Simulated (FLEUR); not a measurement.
BN under changes of volume

One of the cells (5.959 Å³/atom); the others are scaled copies at fixed shape and fractional positions:

```
N B
1.0
     0.00000    1.81300    1.81300
     1.81300    0.00000    1.81300
     1.81300    1.81300    0.00000
N B
1 1
Direct
  0.25000 0.25000 0.25000
  0.00000 0.00000 0.00000
```

The cell is a database's computed one.

```yaml
Program: FLEUR MaX-R8.1 (later development tree)
Functional: LDA
Potentials_or_basis: all-electron
Basis: FLAPW
Kmax: 5.41 1/bohr
k_mesh: 13 × 13 × 13
Occupations: fermi-dirac, width 0.05 eV
Spin: no spin polarisation
```

```csv
volume (Å³/atom),energy over the lowest point (meV/atom),gap on the mesh (eV)
5.602,?,?
5.721,0.00,4.47
5.959,10.15,4.41
6.198,41.13,4.36
6.317,63.31,4.34
```

**Question.** What does the run at 5.602 Å³/atom give?

**Answer.** Energy over the lowest point 4.15 meV/atom; gap on the mesh 4.49 eV.

Worked out: A Birch-Murnaghan fit of order 2 (a polynomial in V^(-2/3)) to the other rows has its minimum at 5.74 Å³/atom with B0 = V·E''(V) = 408 GPa. It gives 4.23 meV/atom at 5.602 Å³/atom, against the run's 4.15. A straight line through the other rows of the gap, of slope -1.32 eV per unit of ln V, extrapolates to 4.50 eV, against the run's 4.49.

Energies are extrapolated to zero smearing.

Caveats: an odd mesh through Γ misses points on the zone boundary, where band edges often lie.
